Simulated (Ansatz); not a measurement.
Runs of Ansatz 0.2.0 on Co. The structure is hexagonal, space group P6_3/mmc (No. 194). The conventional cell has a = 2.472 Å, b = 2.472 Å, c = 4.021 Å, α = 90.00°, β = 90.00°, γ = 120.00°. Co (site symmetry -6m2) has 12 Co at 2.47 Å as nearest neighbours. 

```tsv
cell	target pressure (GPa)	gap on the mesh (eV)	pressure (GPa)	moment (μB)
relaxed to 2 GPa	2	none	2.0	3.56
relaxed to 10 GPa	10	none	10.0	3.47
relaxed	0	none	0.0	(b)
relaxed to 5 GPa	5	none	5.0	(a)
relaxed to 30 GPa	30	none	30.0	3.35
relaxed to 20 GPa	20	none	20.0	3.39
```

Alike in all rows: task relaxation of cell and atoms; level r2SCAN; potentials or basis Ansatz PAW; spin collinear, ferromagnetic start; k mesh 12 × 12 × 7; cutoff (eV) 500; smearing fermi-dirac 0.05 eV.

Estimate the missing entries.

(a) 3.53; (b) 3.57.

Caveats: the magnetic or orbital state may not be the lowest; the plane-wave basis is chosen anew once the cell has moved, so the energies of steps on either side of that aren't comparable; the PAW data sets come from PBE, with cores solved anew for the run's functional, which leaves a small shift of forces and pressure.

A gap of «none» marks a metal or a gap under the smearing width.

Runs at the PBE level aren't shown here.
